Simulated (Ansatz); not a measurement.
# ZnS (F-43m) in Ansatz: single point with PBE

Aim: the single point of ZnS with PBE.

Everything below comes from runs of Ansatz 0.2.0. Logs are shortened: lines on timing, memory, paths and dates and some standing lists are left out, and cuts for length are marked.

**The experiment to reproduce.**

From “Electronic, vibrational, and thermodynamic properties of ZnS (zincblende and rocksalt structure)”, 2009, arxiv:0911.5022, for a bulk crystal of ZnS at 19 K: band gap 3.85 eV (direct).

How close the calculation comes is told below.

**1. Starting point**

The structure is cubic, space group F-43m (No. 216). Conventional cell: a = 5.404 Å, b = 5.404 Å, c = 5.404 Å, α = 90.00°, β = 90.00°, γ = 90.00°. Zn (site symmetry -43m) is surrounded by 4 S at 2.34 Å. Around S (site symmetry -43m) lie 4 Zn at 2.34 Å.

**2. Single point, PBE**

Contents of input.yaml:

```yaml
crystal:
  lattice:
    - [0.0, 2.702, 2.702]
    - [2.702, 0.0, 2.702]
    - [2.702, 2.702, 0.0]
  atoms:
    - { symbol: Zn, position: [0.75, 0.75, 0.75] }
    - { symbol: S, position: [0.0, 0.0, 0.0] }
hamiltonian:
  xc: pbe
  pseudopotentials: { kind: paw }
kpoints:
  mp_grid: { grid: [12, 12, 12] }
scf:
  occupations: { method: fermi_dirac, width: 0.05 }
output:
  forces: true
  stress: true
  eigenvalues: true
```

Potentials or basis: Ansatz PAW.

Run with:

```
ansatz run input.yaml --threads 2 --pin off --max-ram 5120MiB --backend cpu --events-out ev --progress --plain --runs-dir out
```

The log of the run:

```text
Warning: RAYON_NUM_THREADS=2 ignored (pool sized by the plan → 2); use --threads N
Engine: ansatz 0.2.0, x86_64-unknown-linux-gnu
Pseudopotentials: kind: paw
Pseudopotential: Zn, paw, valence charge 12, recommended cutoff 420 eV (normal), Zn.paw.azcp
Pseudopotential: S, paw, valence charge 6, recommended cutoff 420 eV (normal), S.paw.azcp
Functional definition: PBE
  parameter kappa = 0.804
  parameter beta = 0.06672455060314922
  exchange = pbe_x(kappa = kappa, mu = beta*pi^2/3)
  correlation = pbe_c(beta = beta)
Crystal: 2 atoms, lattice volume = 39.454 Å³
Basis set: ecut = 420 eV, 749 PW (Γ), exchange–correlation on 54×54×54 points (8 copies of the dense FFT grid, shifted against one another)
Bands: 13, of which v1, the nominal top of the filled ones, is band 9 counted from 1 (8 counted from 0)
Symmetry: 24 space group operations
Space group: F-43m (ITA 216), of the structure as read, at distance tolerance 3.4e-5 Å
k-points: 72 of 1728 (time reversal used)
Non-local potential: Zn, projectors of the file, l = 0: 2, l = 1: 2, l = 2: 3, l = 3: 1
Non-local potential: S, projectors of the file, l = 0: 2, l = 1: 2, l = 2: 2
PAW form: soft (Blöchl's): semilocal exchange-correlation on the pseudo side does not see the compensation charge
PAW one-centre angular grid: Zn, 590 points (default); XC on 64 Gauss nodes
PAW one-centre angular grid: S, 110 points (default); XC on 64 Gauss nodes
Initial density: superposition of atomic densities (neutral atoms: chi_scale 0, normalization atom), corrected by the library's trained network
Initial wavefunctions: pseudopotential atomic-orbital guess
Functional: x = pbe(κ = 0.804, μ = 0.2195149727645171), c = pbe(β = 0.06672455060314922)
SCF iter   1: F=—  HF=-4222.729917 eV  |F-HF|=—  |Δ(HF+E_count)|=         —  Δρ=6.10e-4  dr2=1.94e-4  ethr=1.77e-3  ⟨swp⟩=5.2  Hψ=5408  notcnv=0
preconditioner: auto → none  [insulator: Δε(μ)=2.102 eV  Ē_g=12.202 eV  σ=0.050 eV  W_gap=1.00  n_scr=14 (ndim 8)  ℏωp=25.1 eV  f_vac=0.026  D(μ)=0.00/eV (n_scr^D=0)  ε∞_Penn≈5.2]
SCF iter   2: F=—  HF=-4222.730161 eV  |F-HF|=—  |Δ(HF+E_count)|=   2.44e-4  Δρ=5.27e-4  dr2=4.99e-5  ethr=1.08e-6  ⟨swp⟩=2.4  Hψ=2286  notcnv=0
SCF iter   3: F=—  HF=-4222.730177 eV  |F-HF|=—  |Δ(HF+E_count)|=   1.57e-5  Δρ=1.65e-4  dr2=7.66e-6  ethr=2.77e-7  ⟨swp⟩=2.0  Hψ=1512  notcnv=0
SCF iter   4: F=—  HF=-4222.730184 eV  |F-HF|=—  |Δ(HF+E_count)|=   7.03e-6  Δρ=7.19e-5  dr2=9.69e-7  ethr=4.26e-8  ⟨swp⟩=2.0  Hψ=1512  notcnv=0
SCF iter   5: F=—  HF=-4222.730187 eV  |F-HF|=—  |Δ(HF+E_count)|=   3.52e-6  Δρ=3.28e-5  dr2=2.78e-7  ethr=5.38e-9  ⟨swp⟩=2.0  Hψ=1584  notcnv=0
SCF iter   6: F=-4222.730188 eV  HF=-4222.730188 eV  |F-HF|=7.99e-9  |Δ(HF+E_count)|=   4.82e-7  Δρ=3.55e-6  dr2=2.08e-9  ethr=5.56e-10  ⟨swp⟩=5.2  Hψ=4559  notcnv=0
SCF 1 converged in 6 iterations: F = -4222.730188 eV  dr2 = 2.08e-9
SCF converged after 6 iterations
Free energy (F): -4222.730188 eV
Harris-Foulkes:  -4222.730188 eV  (|F-HF|=7.99e-9)
Internal energy: -4222.730188 eV  (E = F + TS)
E sigma→0 (E₀):  -4222.730188 eV
Fermi energy:    6.898562 eV
--- Per-component energies (eV) ---
  E_band       = 5.103367
  E_kinetic    = 238.362464
  E_local      = -2040.906161  (includes V_loc(G=0)·N_el)
  E_nonlocal   = 642.719292
  E_hartree    = 853.400429
  E_xc         = -234.430121
  E_vxc        = -139.591915  (∫ρ·V_xc dr)
  E_paw        = -2428.496436  (= ΣΔE_a)
  E_vpaw       = -402.281242  (= ΣTr[D̂ρ^β])
  E_aug_tail   = -0.000361  (compensation charges beyond the density's cutoff)
  E_ewald      = -1253.379294
  E_smearing   = -0.000000  (= −TS)
  E_closure    = -0.000000  (closes the sum)
  Σ components = -4222.730188   (vs F -4222.730188, Δ=0.00e0)
--- Forces (eV/Å), atoms counted from 1 ---
  atom   1  Zn     0.00000000    -0.00000000    -0.00000000
  atom   2  S     -0.00000000     0.00000000     0.00000000
  max |Σ_I F_I| component: 1.85e-17 eV/Å
--- Stress (GPa, compression-positive) ---
        1.597788       0.000000       0.000000
       -0.000000       1.597788       0.000000
       -0.000000       0.000000       1.597788
  P = ⅓ Tr σ = 1.5978 GPa (15.978 kbar)
--- Band table (eV; the first three rows and the last of 72) ---
  k-point 0: bands = ["-7.3564", "-0.5481", "-0.5481", "-0.5481", "-0.0477", "-0.0477", "5.7866", "5.7866", "5.7866", "7.8960", "12.1562", "12.1562", "12.1562"]
  k-point 1: bands = ["-7.3036", "-0.5486", "-0.5384", "-0.5384", "-0.0487", "-0.0487", "5.1991", "5.7179", "5.7179", "8.3626", "12.0834", "12.2772", "12.2772"]
  k-point 2: bands = ["-7.1538", "-0.5411", "-0.5129", "-0.5129", "-0.0496", "-0.0496", "4.1044", "5.5406", "5.5406", "9.0046", "12.1419", "12.5555", "12.5555"]
  k-point 71: bands = ["-6.1098", "-0.4153", "-0.2654", "-0.1075", "-0.0854", "0.3519", "1.1986", "3.0382", "3.0746", "11.4754", "11.8098", "13.6384", "13.9792"]
```

Run time: 1.4 s. Hardware: 2 threads of Intel Xeon Platinum 8488C (Sapphire Rapids), shared host; peak memory 0.4 GiB.

What came out:

| Item | Value |
| --- | --- |
| Free energy | -4222.7302 eV |
| Pressure | 1.6 GPa |
| Band gap on the k mesh | 2.11 eV, direct |

**3. Against experiment**

Step 2. Against the measured gap of ZnS, 3.85 eV (direct; 19 K; quoted in “Electronic, vibrational, and thermodynamic properties of ZnS (zincblende and rocksalt structure)”, 2009, arxiv:0911.5022), the calculated 2.11 eV is off by -1.74 eV. The value is that of PBE on a finite k mesh, which can miss the band edges, without temperature or zero-point motion. Semilocal functionals fall short of measured gaps as a rule.
